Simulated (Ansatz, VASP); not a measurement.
# One calculation of SiC, two programs

Contents of POSCAR:

```
SiC
1.0
    0.0000000000      2.1781449855      2.1781449855
    2.1781449855      0.0000000000      2.1781449855
    2.1781449855      2.1781449855      0.0000000000
Si C
1 1
Direct
    0.0000000000      0.0000000000      0.0000000000
    0.7500000000      0.7500000000      0.7500000000
```

INCAR.step1

```
SYSTEM = SiC
PREC = Accurate
ENCUT = 520
ISMEAR = 0
SIGMA = 0.05
LREAL = .FALSE.
LASPH = .TRUE.
NELM = 100
NBANDS = 11
GGA = PE
ALGO = Normal
EDIFF = 1E-4
LWAVE = .TRUE.
LCHARG = .FALSE.
```

The input INCAR.step2:

```
SYSTEM = SiC
PREC = Accurate
ENCUT = 520
EDIFF = 1E-6
ISMEAR = 0
SIGMA = 0.05
LREAL = .FALSE.
LASPH = .TRUE.
NELM = 100
ALGO = Normal
ISIF = 2
LWAVE = .FALSE.
LCHARG = .TRUE.
METAGGA = R2SCAN
LMIXTAU = .TRUE.
LELF = .TRUE.
LVHAR = .TRUE.
NBANDS = 11
ISTART = 1
```

The input KPOINTS:

```
regular mesh
0
G
  10 10 10
  0 0 0
```

Input for Ansatz:

```yaml
crystal:
  lattice:
    - [0.0, 2.178144982, 2.178144982]
    - [2.178144982, 0.0, 2.178144982]
    - [2.178144982, 2.178144982, 0.0]
  atoms:
    - { symbol: Si, position: [0.0, 0.0, 0.0] }
    - { symbol: C, position: [0.75, 0.75, 0.75] }
basis:
  ecutwfc: 500
kpoints:
  mp_grid: { grid: [10, 10, 10] }
hamiltonian:
  xc: r2scan
scf:
  occupations: { method: gaussian, width: 0.05 }
output:
  forces: true
  stress: true
  eigenvalues: true
```

Alike in both runs: task single point; functional r2SCAN; k mesh 10 × 10 × 10; occupations gaussian, width 0.05 eV; no spin polarisation.

|  | VASP | Ansatz |
| --- | --- | --- |
| version | VASP 6.6.1 | Ansatz 0.2.0 |
| potentials or method | VASP PAW PBE potentials, release 64 (Si, C) | scalar-relativistic, plane waves, PAW |
| plane-wave cutoff (eV) | 520 | 500 |
| valence electrons in the cell | 8 | 8 |

```tsv
	VASP	Ansatz	Ansatz less VASP
gap on the k mesh at the Fermi level (eV)	1.72	1.71	-0.011
least direct gap on the mesh (eV)	5.06	5.05	-0.013
pressure (GPa)	-0.2	0.0	+0.17
```

Caveats: the PAW data sets were made with another functional, which shifts forces and pressure a little (VASP). r2SCAN opens gaps a little over a GGA but as a rule still falls short of measured ones. A k mesh can miss the band edges.
